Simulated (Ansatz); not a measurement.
## Mo under strains and displacements

Method: DFT PBE, scalar-relativistic, plane waves, PAW in Ansatz.

Settings: cutoff 420 eV, Γ-centred mesh 18×18×16 on the computed 1-atom cell, Gaussian smearing of 0.10 eV; no spin polarisation.

Reference cell:

```
Mo
1.0
     2.73551    0.00000    0.00000
    -1.36776    2.36902    0.00000
     0.00000    0.00000    2.55518
Mo
1
Direct
  0.00000 0.00000 0.50000
```

Each variant moves atoms of this cell by the vectors given, if any (Å), and then applies a symmetric strain (tensor components, Cartesian axes). The reference cell isn't relaxed at this level. Energies are per atom at zero smearing, counted from the lowest variant. Pressure is positive in compression.

1. strain (xx yy zz yz xz xy, %) -2.41 -2.41 -0.91 0.00 0.00 0.00
2. strain (xx yy zz yz xz xy, %) 5.05 5.05 -0.95 0.00 0.00 0.00
3. strain (xx yy zz yz xz xy, %) -0.69 -0.69 -9.69 0.00 0.00 0.00

```csv
variant,ΔE (meV/atom),P (GPa),largest force (eV/Å),gap on mesh (eV),space group
1,9.3,17.86,0.00,0,P6/mmm
2,?,?,?,?,?
3,196.3,37.64,0.00,0,P6/mmm
```

Give the withheld rows.

```tsv
variant	ΔE (meV/atom)	P (GPa)	largest force (eV/Å)	gap on mesh (eV)	space group
2	0.0	-13.15	0.00	0	P6/mmm
```

This form isn't the element's structure at ambient conditions.